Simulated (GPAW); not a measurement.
In:

```
CELL_PARAMETERS angstrom
-1.62547 1.62547 2.47370
1.62547 -1.62547 2.47370
1.62547 1.62547 -2.47370
ATOMIC_POSITIONS crystal
In 0.00000 0.00000 0.00000
```

* Program: GPAW 26.7.0
* Task: relaxation of cell and atoms
* Functional: PBEsol
* Dispersion: D4
* Potentials or basis: PAW data sets generated in the run's folder for this functional
* Cutoff: 600 eV
* Basis: pw
* k mesh: 10 × 10 × 10
* Occupations: fermi-dirac, width 0.05 eV
* Spin: no spin polarisation

At the start: pressure -2.6 GPa; volume 26.14 Å³/atom.

Q: How do energy, volume and symmetry change on relaxing?

A: Over 7 steps the energy falls by 24.1 meV/atom and the volume is 24.67 Å³/atom (-5.6 %); space group Fm-3m (No. 225, to 0.05 Å).

Step by step:
| step | energy change (eV) | largest force (eV/Å) | pressure (GPa) | volume (Å³) |
| --- | --- | --- | --- | --- |
| 1 | 0.0000 | 0.0000 | -2.58 | 26.14 |
| 2 | -0.0083 | 0.0000 | -1.87 | 25.68 |
| 3 | -0.0187 | 0.0000 | 0.82 | 24.30 |
| 4 | -0.0199 | 0.0000 | 0.50 | 24.44 |
| 5 | -0.0239 | 0.0000 | -0.46 | 24.89 |
| 6 | -0.0241 | 0.0000 | -0.16 | 24.74 |
| 7 | -0.0241 | 0.0000 | 0.00 | 24.67 |

Final structure:
```
In
1.0
    -1.63130    1.63130    2.31733
     1.63130   -1.63130    2.31733
     1.63130    1.63130   -2.31733
In
1
Cartesian
  0.0000 0.0000 0.0000
```

Caveat: later steps reuse the first step's grids; pairwise dispersion overbinds metals, which lowers pressure and volume.
